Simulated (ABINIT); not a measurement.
Crystal: C.

```xyz
2
Lattice="0.0000 1.7834 1.7834 1.7834 0.0000 1.7834 1.7834 1.7834 0.0000" Properties=species:S:1:pos:R:3 pbc="T T T"
C     2.6751    2.6751    2.6751
C     1.7834    1.7834    1.7834
```

This isn't the form of C at room conditions, which is graphite.

| Quantity | Value |
| --- | --- |
| Program | ABINIT 10.8.3 (patched build) |
| Task | relaxation of cell and atoms |
| Functional | LDA |
| Potentials or basis | PseudoDojo NC SR LDA v0.4.1 standard |
| Cutoff | 1116 eV |
| k mesh | 10 × 10 × 10 |
| Occupations | fermi-dirac, width 0.05 eV |
| Spin | no spin polarisation |

At the start: pressure -10.9 GPa; volume 5.67 Å³/atom.

Q: Where does the relaxation end?

A: Over 4 steps the energy falls by 4.8 meV/atom and the volume is 5.53 Å³/atom (-2.4 %); space group Fd-3m (No. 227, to 0.05 Å).

The path:
| step | energy change (eV) | largest force (eV/Å) | pressure (GPa) | volume (Å³) |
| --- | --- | --- | --- | --- |
| 1 | 0.0000 | 0.0000 | -10.91 | 11.34 |
| 2 | -0.0082 | 0.0000 | 4.27 | 10.97 |
| 3 | -0.0095 | 0.0000 | -0.11 | 11.07 |
| 4 | -0.0095 | 0.0000 | 0.00 | 11.07 |

Final structure:
```
C
1.0
     0.00000    1.76883    1.76883
     1.76883    0.00000    1.76883
     1.76883    1.76883    0.00000
C
2
Direct
  0.75000 0.75000 0.75000
  0.50000 0.50000 0.50000
```

The cell as given is a measured one (5.67 Å³/atom); LDA puts the equilibrium volume -2.4 % from it, thermal expansion not counted.
